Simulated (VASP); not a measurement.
## HgTe (Coloradoite): relaxation of the atoms with PBEsol

The system is HgTe (Coloradoite).

```
Hg Te
1.0
     0.00000    3.21398    3.21398
     3.21398    0.00000    3.21398
     3.21398    3.21398    0.00000
Hg Te
1 1
Direct
  0.00000 0.00000 0.00000
  0.25000 0.25000 0.25000
```

The cell isn't the ideal one: a relaxed cell with its volume scaled by 0.96.

```
Program                : VASP 6.6.1
Task                   : relaxation of the atoms
Functional             : PBEsol
Potentials or basis    : VASP PAW PBE potentials, release 64 (Hg, Te)
Cutoff                 : 600 eV
k mesh                 : 10 × 10 × 10
Occupations            : gaussian, width 0.03 eV
Spin                   : no spin polarisation
Further INCAR settings : ALGO = Normal; EDIFF = 1e-07; IBRION = 2; EDIFFG = -0.01; NSW = 40
```

The pressure after relaxing is 1.9 GPa and the band gap on the k mesh is none (metal or under the smearing width).

Final structure:
```cif
data_structure
_symmetry_space_group_name_H-M 'P 1'
_symmetry_Int_Tables_number 1
_cell_length_a 4.5452
_cell_length_b 4.5452
_cell_length_c 4.5452
_cell_angle_alpha 60.000
_cell_angle_beta 60.000
_cell_angle_gamma 60.000
_cell_volume 66.40
loop_
_atom_site_label
_atom_site_type_symbol
_atom_site_fract_x
_atom_site_fract_y
_atom_site_fract_z
_atom_site_occupancy
Hg1 Hg 0.00000 0.00000 0.00000 1
Te1 Te 0.25000 0.25000 0.25000 1
```

Levels at points of the mesh, in eV from the Fermi level:
```csv
k point,band 5,band 6,band 7,band 8,band 9,band 10,band 11,band 12,band 13
"(0.00, 0.00, 0.00)",-6.90,-6.90,-0.77,-0.01,-0.01,-0.01,4.14,4.14,4.14
"(0.50, 0.00, 0.00)",-6.88,-6.59,-5.66,-1.04,-1.04,0.63,4.95,4.95,6.71
"(0.50, 0.50, 0.00)",-6.83,-6.43,-5.57,-2.38,-2.38,1.82,2.32,8.15,8.88
```

Wall time 57 s on 1 thread of AMD EPYC 7R13 Processor (Zen 3), on a shared host, peak memory 0.21 GiB.

Caveat: the relaxation stopped at its first step, so nothing moved; the PAW data sets were made with another functional, which shifts forces and pressure a little. The run has no spin-orbit coupling, so splittings on Hg, Te are missing.
